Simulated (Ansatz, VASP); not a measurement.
Sn3Te in VASP and in Ansatz

The input INCAR:

```
SYSTEM = Sn3Te
PREC = Accurate
ENCUT = 520
EDIFF = 1E-6
ISMEAR = -1
SIGMA = 0.05
LREAL = .FALSE.
LASPH = .TRUE.
NELM = 60
ALGO = Fast
ISIF = 2
LWAVE = .FALSE.
LCHARG = .FALSE.
GGA = PS
NBANDS = 32
```

KPOINTS

```
Automatic mesh
0
G
  6 6 6
  0 0 0
```

Contents of POSCAR:

```
Sn3Te
1.0
    4.7662957215      0.0000000000      0.0000000000
    0.0000000000      4.7662957215      0.0000000000
    0.0000000000      0.0000000000      4.7662957215
Te Sn
1 3
Direct
    0.0000000000      0.0000000000      0.0000000000
    0.0000000000      0.5000000000      0.5000000000
    0.5000000000      0.0000000000      0.5000000000
    0.5000000000      0.5000000000      0.0000000000
```

input.yaml

```yaml
crystal:
  lattice:
    - [4.7662957215, 0.0, 0.0]
    - [0.0, 4.7662957215, 0.0]
    - [0.0, 0.0, 4.7662957215]
  atoms:
    - { symbol: Te, position: [0.0, 0.0, 0.0] }
    - { symbol: Sn, position: [0.0, 0.5, 0.5] }
    - { symbol: Sn, position: [0.5, 0.0, 0.5] }
    - { symbol: Sn, position: [0.5, 0.5, 0.0] }
hamiltonian:
  xc: pbesol
  pseudopotentials: { kind: paw }
kpoints:
  mp_grid: { grid: [6, 6, 6] }
scf:
  occupations: { method: fermi_dirac, width: 0.05 }
output:
  forces: true
  stress: true
  eigenvalues: true
```

The cell comes from a database or a generator and needn't be the stable form of this composition.

Alike in both runs: task single point; functional PBEsol; k mesh 6 × 6 × 6; occupations fermi-dirac, width 0.05 eV; no spin polarisation.

|  | VASP | Ansatz |
| --- | --- | --- |
| version | VASP 6.6.1 | Ansatz 0.2.0 |
| potentials or method | VASP PAW PBE potentials, release 64 (Te, Sn_d) | Ansatz PAW |
| plane-wave cutoff (eV) | 520 | 420 |
| valence electrons in the cell | 48 | 58 |

```tsv
	VASP	Ansatz	Ansatz less VASP
gap on the k mesh at the Fermi level (eV)	none	none	-
pressure (GPa)	0.5	0.5	0.00
```

A gap of «none» marks a metal or a gap that the smearing closes. The two sets of potentials don't hold the same shells in valence.

Caveats: the PAW data sets were made with another functional, which shifts forces and pressure a little (VASP); the PAW data sets come from PBE, with cores solved anew for the run's functional, which leaves a small shift of forces and pressure (Ansatz). Spin-orbit coupling is left out, which matters for the levels of Te.
